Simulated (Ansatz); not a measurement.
# hcp against fcc along group 11 and 12

Level of theory: Ansatz 0.2.0, DFT, PBE, plane waves (420 eV) with PAW, scalar-relativistic.

Each structure is relaxed within its symmetry, in the lowest magnetic state of the tried starts. Differences under about 8 meV lie within the error of the k-point mesh. Some of these cells lie far above the measured volume under this functional.

```tsv
element	E(hcp) − E(fcc) (meV/atom)	V(hcp) (Å³/atom)	V(fcc) (Å³/atom)	state of hcp	state of fcc
Cu	9	11.98	11.95	spin not included	spin not included
Ag	1	17.91	17.83	spin not included	spin not included
Au	6	17.98	17.95	spin not included	spin not included
Zn	-23	15.15	15.19	spin not included	spin not included
Cd	?	?	?	?	?
Hg	-15	31.22	32.01	spin not included	spin not included
```

Problem. Fill in the row of Cd.

Solution. E(hcp) − E(fcc) (meV/atom): -6; V(hcp) (Å³/atom): 23.11; V(fcc) (Å³/atom): 22.89; state of hcp: spin not included; state of fcc: spin not included.
